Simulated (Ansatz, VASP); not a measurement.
GaN: VASP beside Ansatz

INCAR

```
SYSTEM = GaN
  PREC = Accurate
  ENCUT = 520
  EDIFF = 1E-7
  ISMEAR = -1
  SIGMA = 0.02
  LREAL = .False.
  LASPH = .True.
  NELM = 60
  ALGO = Normal
  ISIF = 2
  LWAVE = .False.
  LCHARG = .False.
  GGA = PE
  NBANDS = 16
```

KPOINTS

```
Automatic mesh
0
Gamma
  10 10 10
  0 0 0
```

File POSCAR:

```
GaN
1.0
    0.0000000000      2.2489525436      2.3051763572
    2.2489525436      0.0000000000      2.3051763572
    2.2489525436      2.2489525436      0.0000000000
Ga N
1 1
Direct
    0.0000000000      0.0000000000      0.0000000000
    0.2500000000      0.2500000000      0.2500000000
```

Input for Ansatz:

```yaml
crystal:
  lattice:
    - [0.0, 2.2489525436, 2.3051763572]
    - [2.2489525436, 0.0, 2.3051763572]
    - [2.2489525436, 2.2489525436, 0.0]
  atoms:
    - { symbol: Ga, position: [0.0, 0.0, 0.0] }
    - { symbol: "N", position: [0.25, 0.25, 0.25] }
kpoints:
  mp_grid: { grid: [10, 10, 10] }
  band_path:
    path:
      - [0.0, 0.0, 0.0]
      - [-0.5, -0.5, 0.0]
      - [-0.375, -0.375, 0.25]
      - [-0.375, 0.0, 0.375]
      - [0.0, 0.0, 0.5]
      - [-0.5, -0.25, 0.25]
    npoints: 1
hamiltonian:
  xc: pbe
scf:
  occupations: { method: fermi_dirac, width: 0.02 }
  n_extra_bands: 4
output:
  forces: true
  stress: true
  eigenvalues: true
```

Change from the starting cell: uniaxial_z strain +2.5%.

Alike in both runs: task single point; functional PBE; k mesh 10 × 10 × 10; occupations fermi-dirac, width 0.02 eV; no spin polarisation.

```csv
,VASP,Ansatz
version,VASP 6.6.1,Ansatz 0.2.0
potentials or method,"VASP PAW PBE potentials, release 64 (Ga_d, N)","plane waves, PAW"
plane-wave cutoff (eV),520,420
valence electrons in the cell,18,18
```

Ansatz gave:

* gap on the k mesh at the Fermi level (eV): 1.56
* pressure (GPa): 1.5
* largest component of the traceless stress (GPa): 2.12

Question: Which values does VASP return?

Answer: gap on the k mesh at the Fermi level (eV): 1.56; pressure (GPa): 1.6; largest component of the traceless stress (GPa): 2.12.
